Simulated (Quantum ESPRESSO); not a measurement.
# WS2 (Tungstenite) (P6_3/mmc) in Quantum ESPRESSO: notebook, part 3 of 3

Quantum ESPRESSO 7.5. The steps go on from the part before.

## Step 4: Dielectric tensor, LDA

The input, pw.in:

```
&CONTROL
  calculation = 'scf'
  prefix = 'pwscf'
  outdir = './tmp'
  pseudo_dir = './pseudo'
  tprnfor = .true.
  tstress = .true.
  disk_io = 'low'
/
&SYSTEM
  ibrav = 0
  celldm(1) = 8
  nat = 6
  ntyp = 2
  ecutwfc = 70
  nbnd = 36
  occupations = 'smearing'
  smearing = 'fd'
  degauss = 0.00367493
/
&ELECTRONS
  conv_thr = 1.2d-09
  electron_maxstep = 120
  mixing_beta = 0.5
/
ATOMIC_SPECIES
W    183.8400 W.upf
S     32.0600 S.upf
CELL_PARAMETERS alat
  0.7511661345387   0.0000000000000   0.0000000000000
 -0.3755830672694   0.6505289549650   0.0000000000000
  0.0000000000000   0.0000000000000   2.9526970697278
ATOMIC_POSITIONS crystal
W      0.6666666667    0.3333333333    0.7500000000
W      0.3333333333    0.6666666667    0.2500000000
S      0.6666666667    0.3333333333    0.3750000000
S      0.3333333333    0.6666666667    0.8750000000
S      0.6666666667    0.3333333333    0.1250000000
S      0.3333333333    0.6666666667    0.6250000000
K_POINTS automatic
6 6 2 0 0 0
```

The input, scf2.in:

```
&CONTROL
  calculation = 'scf'
  prefix = 'pwscf'
  outdir = './tmp'
  pseudo_dir = './pseudo'
  tprnfor = .true.
  tstress = .true.
  disk_io = 'low'
/
&SYSTEM
  ibrav = 0
  celldm(1) = 8
  nat = 6
  ntyp = 2
  ecutwfc = 70
  nbnd = 36
  occupations = 'fixed'
/
&ELECTRONS
  conv_thr = 1d-13
  electron_maxstep = 120
  mixing_beta = 0.5
  startingpot = 'file'
  startingwfc = 'file'
/
ATOMIC_SPECIES
W    183.8400 W.upf
S     32.0600 S.upf
CELL_PARAMETERS alat
  0.7511661345387   0.0000000000000   0.0000000000000
 -0.3755830672694   0.6505289549650   0.0000000000000
  0.0000000000000   0.0000000000000   2.9526970697278
ATOMIC_POSITIONS crystal
W      0.6666666667    0.3333333333    0.7500000000
W      0.3333333333    0.6666666667    0.2500000000
S      0.6666666667    0.3333333333    0.3750000000
S      0.3333333333    0.6666666667    0.8750000000
S      0.6666666667    0.3333333333    0.1250000000
S      0.3333333333    0.6666666667    0.6250000000
K_POINTS automatic
6 6 2 0 0 0
```

The input, ph.in:

```
dielectric of WS2
&INPUTPH
  prefix = 'pwscf'
  outdir = './tmp'
  tr2_ph = 1d-18
  fildyn = 'dyn'
  niter_ph = 90
  alpha_mix(1) = 0.7
  epsil = .true.
  trans = .false.
  zeu = .true.
/
0.0000000000 0.0000000000 0.0000000000
```

Potentials or basis: PseudoDojo 0.4.1 SR LDA standard.

Started as:

```bash
$ OMP_NUM_THREADS=1 pw.x -in pw.in > pw.out
$ OMP_NUM_THREADS=1 pw.x -in scf2.in > scf2.out
$ OMP_NUM_THREADS=1 ph.x -in ph.in > ph.out
```

pw.out:

```text
This program is part of the open-source Quantum ESPRESSO suite
     for quantum simulation of materials; please cite
[... 9 lines left out ...]
     --------------------
     sticks:   dense  smooth     PW     G-vecs:    dense   smooth      PW
     Sum         691     691    199                58283    58283    9279

     Using Slab Decomposition

     bravais-lattice index     =            0
     lattice parameter (alat)  =       8.0000  a.u.
     unit-cell volume          =     738.7398 (a.u.)^3
     number of atoms/cell      =            6
     number of atomic types    =            2
     number of electrons       =        52.00
     number of Kohn-Sham states=           36
     kinetic-energy cutoff     =      70.0000  Ry
     charge density cutoff     =     280.0000  Ry
     scf convergence threshold =      1.2E-09
     mixing beta               =       0.5000
     number of iterations used =            8  plain     mixing
     Exchange-correlation= SLA  PW   NOGX NOGC
                           (   1   4   0   0   0   0   0)

     celldm(1)=   8.000000  celldm(2)=   0.000000  celldm(3)=   0.000000
     celldm(4)=   0.000000  celldm(5)=   0.000000  celldm(6)=   0.000000

     crystal axes: (cart. coord. in units of alat)
               a(1) = (   0.751166   0.000000   0.000000 )
               a(2) = (  -0.375583   0.650529   0.000000 )
               a(3) = (   0.000000   0.000000   2.952697 )

     reciprocal axes: (cart. coord. in units 2 pi/alat)
               b(1) = (  1.331263  0.768605 -0.000000 )
               b(2) = (  0.000000  1.537211  0.000000 )
               b(3) = (  0.000000 -0.000000  0.338673 )

     PseudoPot. # 1 for W  read from file:
     W.upf
     Pseudo is Norm-conserving + core correction, Zval = 14.0
     Generated using ONCVPSP code by D. R. Hamann
     Using radial grid of 1380 points,  8 beta functions with:
                l(1) =   0
                l(2) =   0
                l(3) =   1
                l(4) =   1
                l(5) =   2
                l(6) =   2
[... 46 lines left out ...]
        k(   14) = (   0.4437545   0.7686053  -0.1693367), wk =   0.0555556

     Dense  grid:    58283 G-vectors     FFT dimensions: (  36,  36, 128)

     Initial potential from superposition of free atoms

     starting charge      51.9990, renormalised to      52.0000
     Starting wfcs are   36 randomized atomic wfcs

     Self-consistent Calculation

     iteration #  1     ecut=    70.00 Ry     beta= 0.50
     Davidson diagonalization with overlap
     ethr =  1.00E-02,  avg # of iterations =  4.1

     Threshold (ethr) on eigenvalues was too large:
     Diagonalizing with lowered threshold

     Davidson diagonalization with overlap
     ethr =  2.69E-04,  avg # of iterations =  3.9

     total energy              =    -392.53765816 Ry
     estimated scf accuracy    <       0.17018573 Ry
[... 64 lines left out ...]
     iteration # 11     ecut=    70.00 Ry     beta= 0.50
     Davidson diagonalization with overlap
     ethr =  3.99E-12,  avg # of iterations =  3.9

     End of self-consistent calculation

          k = 0.0000 0.0000 0.0000 (  7227 PWs)   bands (ev):

   -63.6429 -63.6429 -27.8826 -27.8825 -27.7145 -27.7145 -27.7145 -27.7145
    -4.4820  -4.2921  -2.9015  -2.5322   3.4998   4.4471   7.2891   7.4590
     7.4590   7.4702   7.4702   8.6875   8.6875   8.7300   8.7300   9.4661
     9.8442  10.9863  13.2162  13.2162  13.2239  13.2239  13.3303  13.3303
    13.4846  13.4846  15.4855  15.7606
[... 35 lines left out ...]
   -63.6302 -63.6302 -27.9691 -27.9691 -27.8358 -27.8358 -27.7745 -27.7745
    -2.9065  -2.9065  -2.1761  -2.1761   4.5171   4.5171   5.5522   5.5522
     6.1198   6.1198   7.2530   7.2530   8.4190   8.4190   8.7377   8.7377
     9.1764   9.1764  12.8848  12.8848  12.9207  12.9207  14.0959  14.0959
    14.8122  14.8122  16.7590  16.7590

          k = 0.0000-0.7686 0.0000 (  7310 PWs)   bands (ev):

   -63.6260 -63.6260 -28.0516 -28.0516 -27.8201 -27.8201 -27.7943 -27.7943
    -2.2785  -2.1928  -2.0095  -1.9321   3.7122   3.9580   5.0704   5.2598
     5.6175   6.2185   6.8818   6.9505   8.1434   8.3223   9.0110   9.1766
     9.3312   9.4919  13.1418  13.1809  13.4805  13.7203  14.0153  14.8228
    14.8497  15.0466  15.2793  15.6011

          k = 0.0000-0.7686-0.1693 (  7304 PWs)   bands (ev):

   -63.6260 -63.6260 -28.0516 -28.0516 -27.8201 -27.8201 -27.7943 -27.7943
    -2.2420  -2.2420  -1.9645  -1.9645   3.8284   3.8284   5.1140   5.1140
     5.9797   5.9797   6.9151   6.9151   8.2136   8.2136   9.0939   9.0939
     9.4231   9.4231  13.1594  13.1594  13.6220  13.6220  14.3103  14.3103
    15.0596  15.0596  15.3751  15.3751
[... 43 lines left out ...]
   -63.6239 -63.6239 -27.9670 -27.9670 -27.9331 -27.9331 -27.8123 -27.8123
    -1.9136  -1.9136  -1.8026  -1.8026   4.5456   4.5456   4.9477   4.9477
     5.8518   5.8518   6.3311   6.3311   7.2421   7.2421   7.9859   7.9859
    10.3091  10.3091  12.1205  12.1205  13.5476  13.5476  14.3357  14.3357
    15.6622  15.6622  17.2701  17.2701

     the Fermi energy is    11.4279 ev

!    total energy              =    -392.56769451 Ry
     estimated scf accuracy    <          3.9E-10 Ry
     smearing contrib. (-TS)   =      -0.00000032 Ry
     internal energy E=F+TS    =    -392.56769419 Ry

     The total energy is F=E-TS. E is the sum of the following terms:
     one-electron contribution =    -173.98734419 Ry
     hartree contribution      =     107.04390857 Ry
     xc contribution           =     -91.32799104 Ry
     ewald contribution        =    -234.29626754 Ry

     convergence has been achieved in  11 iterations

     Forces acting on atoms (cartesian axes, Ry/au):

     atom    1 type  1   force =    -0.00000000    0.00000000    0.00000000
     atom    2 type  1   force =     0.00000000   -0.00000000   -0.00000000
     atom    3 type  2   force =     0.00000000   -0.00000000   -0.01490052
     atom    4 type  2   force =     0.00000000    0.00000000   -0.01490052
     atom    5 type  2   force =    -0.00000000   -0.00000000    0.01490052
     atom    6 type  2   force =    -0.00000000    0.00000000    0.01490052

     Total force =     0.029801     Total SCF correction =     0.000063

     Computing stress (Cartesian axis) and pressure

          total   stress  (Ry/bohr**3)                   (kbar)     P=      -59.37
  -0.00044646  -0.00000000   0.00000000          -65.68       -0.00        0.00
  -0.00000000  -0.00044646   0.00000000           -0.00      -65.68        0.00
   0.00000000   0.00000000  -0.00031790            0.00        0.00      -46.76

=------------------------------------------------------------------------------=
   JOB DONE.
=------------------------------------------------------------------------------=
```

scf2.out:

```text
This program is part of the open-source Quantum ESPRESSO suite
     for quantum simulation of materials; please cite
[... 9 lines left out ...]
     --------------------
     sticks:   dense  smooth     PW     G-vecs:    dense   smooth      PW
     Sum         691     691    199                58283    58283    9279
[... 284 lines left out ...]
  -0.00044649  -0.00000000   0.00000000          -65.68       -0.00        0.00
  -0.00000000  -0.00044649   0.00000000           -0.00      -65.68        0.00
   0.00000000   0.00000000  -0.00031782            0.00        0.00      -46.75

=------------------------------------------------------------------------------=
   JOB DONE.
=------------------------------------------------------------------------------=
```

ph.out:

```text
This program is part of the open-source Quantum ESPRESSO suite
     for quantum simulation of materials; please cite
         "P. Giannozzi et al., J. Phys.:Condens. Matter 21 395502 (2009);
         "P. Giannozzi et al., J. Phys.:Condens. Matter 29 465901 (2017);
         "P. Giannozzi et al., J. Chem. Phys. 152 154105 (2020);
     in publications or presentations arising from this work. More details at

     IMPORTANT: XC functional enforced from input :
[... 240 lines left out ...]
      E*z (       -0.00000       -0.00000        0.23395 )

     INITIALIZATION:

     DIELECTRIC CONSTANT AND EFFECTIVE CHARGES:

      Additional routines

=------------------------------------------------------------------------------=
   JOB DONE.
=------------------------------------------------------------------------------=
```

Wall time 45 min (1 thread of Intel Xeon at 2.50GHz (Skylake/Cascade Lake), shared host); peak memory 0.2 GiB.

Results:

| Item | Value |
| --- | --- |
| Free energy | -5341.1556 eV |
| Pressure | -5.9 GPa |
| Largest force | 0.383 eV/Å |
| Band gap on the k mesh | 0.98 eV, indirect (least direct gap 1.71 eV) |
| Electronic dielectric tensor (diagonal) | 14.83, 14.83, 5.96 |
| Born charges (mean of the diagonal) | W -0.62; S +0.29 e |

Forces on the atoms (eV/Å):
```
W    0.000  0.000  0.000
W    0.000  0.000  0.000
S    0.000  0.000 -0.383
S    0.000  0.000 -0.383
S    0.000  0.000  0.383
S    0.000  0.000  0.383
```

Levels at points of the mesh, in eV from the valence-band top:
```tsv
k point	band 22	band 23	band 24	band 25	band 26	band 27	band 28	band 29	band 30	band 31
(0.00, 0.00, 0.00)	-2.26	-2.26	-1.52	-1.14	0.00	2.23	2.23	2.24	2.24	2.34
(0.00, 0.00, -0.50)	-2.28	-2.28	-2.28	-0.31	-0.31	2.23	2.23	2.23	2.23	2.43
(0.00, -0.50, 0.00)	-2.66	-1.98	-1.81	-1.66	-1.49	2.16	2.19	2.49	2.73	3.03
(0.00, -0.50, -0.50)	-2.77	-1.89	-1.89	-1.56	-1.56	2.17	2.17	2.64	2.64	3.32
```

Electronic dielectric tensor:
```
14.83  0.00  0.00
 0.00 14.83  0.00
 0.00  0.00  5.96
```

Born effective charge tensors (e):
atom 1, W
```
-0.70  0.00  0.00
 0.00 -0.70  0.00
 0.00  0.00 -0.47
```
atom 2, W
```
-0.70  0.00  0.00
 0.00 -0.70  0.00
 0.00  0.00 -0.47
```
atom 3, S
```
0.32 0.00 0.00
0.00 0.32 0.00
0.00 0.00 0.23
```
atom 4, S
```
0.32 0.00 0.00
0.00 0.32 0.00
0.00 0.00 0.23
```
atom 5, S
```
0.32 0.00 0.00
0.00 0.32 0.00
0.00 0.00 0.23
```
atom 6, S
```
0.32 0.00 0.00
0.00 0.32 0.00
0.00 0.00 0.23
```

Caveat: the mesh is thin for the dielectric tensor, Born charges and intensities, which usually come out too large; the cell is more than 3 GPa from zero pressure, which shifts response properties; on a mesh that holds Γ this program's dielectric tensor can be off by some percent beyond the error of the mesh; spin-orbit coupling is left out, which moves the levels of the heavy elements; the Born charges break their sum rule by 0.08 e, a sign of too thin a mesh.

## Step 5: Summary

| task | level | potentials or basis | cell | k mesh | cutoff (eV) | form of the LDA correlation | mesh quality | gap on the mesh (eV) | pressure (GPa) | largest force (eV/Å) |
| --- | --- | --- | --- | --- | --- | --- | --- | --- | --- | --- |
| phonons | PBE | JTH 2.0 PBE | relaxed | 8 × 8 × 2, shifted | 707 | - | not flagged | - | 0.1 | - |
| dielectric tensor | LDA | PseudoDojo 0.4.1 SR LDA standard | as given | 4 × 4 × 2 | 952 | PW92 | coarse | 1.32 | -6.3 | 0.44 |
| dielectric tensor | LDA | PseudoDojo 0.4.1 SR LDA standard | as given | 6 × 6 × 2 | 952 | PW92 | not flagged | 0.98 | -5.9 | 0.38 |

Alike in all rows: no spin polarisation; smearing fermi-dirac 0.05 eV.

Caveats: some runs use coarse meshes; the cell is more than 3 GPa from zero pressure, which shifts response properties (some runs); spin-orbit coupling is left out, which moves the levels of the heavy elements (some runs); the layers were relaxed without a dispersion term, so their spacing and the soft interlayer modes are unreliable (some runs); this functional lacks dispersion, which binds the layers, so the pressure and a relaxed spacing across them are unreliable (some runs); on a mesh that holds Γ this program's dielectric tensor can be off by some percent beyond the error of the mesh (some runs).

Total energies depend on the potentials used, so only differences within one code and one set of settings carry meaning.
